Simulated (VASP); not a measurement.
The system is Ni.

```xyz
1
Lattice="0.0000 1.7376 1.7376 1.7376 0.0000 1.7376 1.7376 1.7376 0.0000" Properties=species:S:1:pos:R:3 pbc="T T T"
Ni    0.0000    0.0000    0.0000
```

```yaml
Program: VASP 6.6.1
Task: relaxation of cell and atoms
Functional: PBE
Potentials_or_basis: VASP PAW PBE potentials, release 64 (Ni_pv)
Cutoff: 600 eV
k_mesh: 13 × 13 × 13
Occupations: fermi-dirac, width 0.05 eV
Spin: collinear spin, ferromagnetic start
Starting_moments: "[1.0] μB"
```

At the start: pressure 6.7 GPa; volume 10.49 Å³/atom.

Q: How do energy, volume and symmetry change on relaxing?

A: Over 3 steps the energy falls by 6.3 meV/atom and the volume is 10.80 Å³/atom (+3.0 %); space group Fm-3m (No. 225, to 0.05 Å); moment 0.63 μB per cell.

The path:
```
step  energy change (eV)  largest force (eV/Å)  pressure (GPa)  volume (Å³)
   1              0.0000                0.0000            6.73        10.49
   2              0.0018                0.0000           -6.70        11.18
   3             -0.0063                0.0000           -0.01        10.80
```

Final structure:
```xyz
1
Lattice="0.0000 1.7546 1.7546 1.7546 0.0000 1.7546 1.7546 1.7546 0.0000" Properties=species:S:1:pos:R:3 pbc="T T T"
Ni    0.0000    0.0000    0.0000
```
